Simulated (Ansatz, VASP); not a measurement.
Al: 3 runs at one level of theory

The starting cell:

```xyz
1
Lattice="0.0000 2.0248 2.0248 2.0248 0.0000 2.0248 2.0248 2.0248 0.0000" Properties=species:S:1:pos:R:3 pbc="T T T"
Al    0.0000    0.0000    0.0000
```

Alike in all runs: task relaxation of cell and atoms; functional revPBE; dispersion D3(BJ); k mesh 11 × 11 × 11; occupations fermi-dirac, width 0.05 eV; no spin polarisation; no spin-orbit coupling.

```tsv
program and potentials	plane-wave cutoff (eV)	notes	equilibrium volume (Å³/atom)
Ansatz, Ansatz PAW	420	potentials made for PBE, which Ansatz adapts in part	15.46
VASP, PBE PAW files Al, 600 eV	600	potentials made for PBE	15.41
Ansatz, all-electron LAPW, scalar-relativistic	-	-	15.45
```

The equilibrium volume spans 15.41 (VASP, PBE PAW files Al, 600 eV) to 15.46 Å³/atom (Ansatz, Ansatz PAW), with all-electron results at 15.45. Some sets were made for another functional than the one run, which can shift their rows. Relaxations stop with a little pressure left, so the last digit of a volume isn't settled.

Differences between rows come from potentials, basis sets and numerical settings, since the functional is the same but for its coding. Runs on potential files found faulty are left out.
